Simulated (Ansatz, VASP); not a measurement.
# One calculation of Mo, two programs

Contents of INCAR:

```
PREC = Accurate
ENCUT = 520
EDIFF = 1E-6
ISMEAR = 1
SIGMA = 0.1
LREAL = F
LASPH = T
NELM = 100
ALGO = Fast
ISIF = 2
LWAVE = F
LCHARG = F
LDIPOL = T
IDIPOL = 3
DIPOL = 0.5 0.5 0.665
GGA = PE
NBANDS = 36
```

KPOINTS

```
regular mesh
0
Gamma
  12 12 1
```

File POSCAR:

```
Mo
1.0
    3.1228099925      0.0000000000      0.0000000000
    0.0000000000      3.1228099925      0.0000000000
    0.0000000000      0.0000000000     26.1625721684
Mo
4
Direct
    0.5000000000      0.0000000000      0.5750678059
    0.0000000000      0.5000000000      0.6361771000
    0.5000000000      0.0000000000      0.6980291234
    0.0000000000      0.5000000000      0.7521767168
```

Input for Ansatz:

```yaml
crystal:
  lattice:
    - [3.1228099925, 0.0, 0.0]
    - [0.0, 3.1228099925, 0.0]
    - [0.0, 0.0, 26.1625721684]
  atoms:
    - { symbol: Mo, position: [0.5, 0.0, 0.5750678059] }
    - { symbol: Mo, position: [0.0, 0.5, 0.6361771] }
    - { symbol: Mo, position: [0.5, 0.0, 0.6980291234] }
    - { symbol: Mo, position: [0.0, 0.5, 0.7521767168] }
basis:
  ecutwfc: 420
kpoints:
  mp_grid: { grid: [12, 12, 1] }
hamiltonian:
  xc: pbe
  pseudopotentials: { kind: paw, azcp: { folder: soft_1 } }
scf:
  occupations: { method: methfessel_paxton, width: 0.1 }
  n_extra_bands: 7
  max_iter: 160
output:
  forces: true
  eigenvalues: true
efield:
  axis: 3
  dipole_correction: true
```

Alike in both runs: task single point; functional PBE; k mesh 12 × 12 × 1; occupations methfessel-paxton of order 1, width 0.1 eV; no spin polarisation.

```csv
,VASP,Ansatz
version,VASP 6.6.1,Ansatz 0.2.0
potentials or method,"VASP PAW PBE potentials, release 64 (Mo_sv)","scalar-relativistic, plane waves, PAW"
plane-wave cutoff (eV),520,420
valence electrons in the cell,56,56
```

Ansatz gave:

```
gap on the k mesh at the Fermi level (eV) : none
rms of the force components (eV/Å)        : 0.698
```

Task: Estimate VASP's values.

Result: gap on the k mesh at the Fermi level (eV): none; rms of the force components (eV/Å): 0.692.

Atom by atom the forces differ by 0.013 eV/Å (rms over components). A gap of «none» marks a metal or a gap that the smearing closes.
